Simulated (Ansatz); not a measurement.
# Relaxation of MgS

The calculation used DFT r2SCAN, scalar-relativistic, plane waves, PAW (Ansatz 0.2.0). Run with 500 eV cutoff, 6×6×4 k-mesh, Gaussian smearing of 0.02 eV, no spin polarisation.

What was changed in ZnS: Zn → Mg on all its sites, cell and atoms relaxed.

Command:

```bash
ansatz run input.yaml --threads 1 --pin off --max-ram 2560MiB --backend cpu --events-out ev --progress --plain --runs-dir out
```

Input:

```yaml
crystal:
  lattice:
    - [4.0140013155, 0.0, 0.0]
    - [-2.0070006577, 3.4762271101, 0.0]
    - [0.0, 0.0, 6.5851896194]
  atoms:
    - { symbol: Mg, position: [0.3333333333, 0.6666666667, 0.0003440772] }
    - { symbol: Mg, position: [0.6666666667, 0.3333333333, 0.5003440772] }
    - { symbol: S, position: [0.3333333333, 0.6666666667, 0.3746559228] }
    - { symbol: S, position: [0.6666666667, 0.3333333333, 0.8746559228] }
basis:
  ecutwfc: 500
kpoints:
  mp_grid: { grid: [6, 6, 4] }
hamiltonian:
  xc: r2scan
scf:
  occupations: { method: gaussian, width: 0.02 }
output:
  forces: true
  stress: true
  eigenvalues: true
  write_density: true
  write_potential: true
  elf: true
  volumetric_format: npy
relax:
  adjacent_minimum: "off"
  f_tol: 0.01
  max_steps: 60
  cell: { stress_tol: 0.1 }
```

F is the free energy. Steps run on the plane waves of an earlier cell, but the last one, and at times one on the way, on a freshly chosen basis, so a repeated geometry can differ a little in energy.

Steps:

```csv
step,F − F(1) (eV),largest force component (eV/Å),V (Å³/atom),P (GPa)
1,0.0000,0.052,22.972,-0.71
2,-0.0072,0.036,22.762,-0.19
3,-0.0084,0.012,22.685,0.00
4,-0.0084,0.002,22.683,0.00
5,-0.0083,0.002,22.683,0.00
```

Relaxed structure:

```yaml
crystal:
  lattice:
    - [4.02867, 0.00000, 0.00000]
    - [-2.01434, 3.48893, 0.00000]
    - [0.00000, 0.00000, 6.45517]
  atoms:
    - { symbol: Mg, position: [0.33333, 0.66667, 0.99718] }
    - { symbol: Mg, position: [0.66667, 0.33333, 0.49718] }
    - { symbol: S, position: [0.33333, 0.66667, 0.37782] }
    - { symbol: S, position: [0.66667, 0.33333, 0.87782] }
```

It takes space group P6_3mc (No. 186, hexagonal). Conventional cell: a = 4.029 Å, b = 4.029 Å, c = 6.455 Å, α = 90.00°, β = 90.00°, γ = 120.00°. Around Mg (site symmetry 3m) lie 4 S at 2.45 to 2.46 Å. S (site symmetry 3m) is surrounded by 4 Mg at 2.45 to 2.46 Å.

The run converged. Time: 76 s on 1 thread of Intel(R) Xeon(R) Processor @ 2.50GHz (Skylake/Cascade Lake), on a shared host, peak memory 0.53 GiB.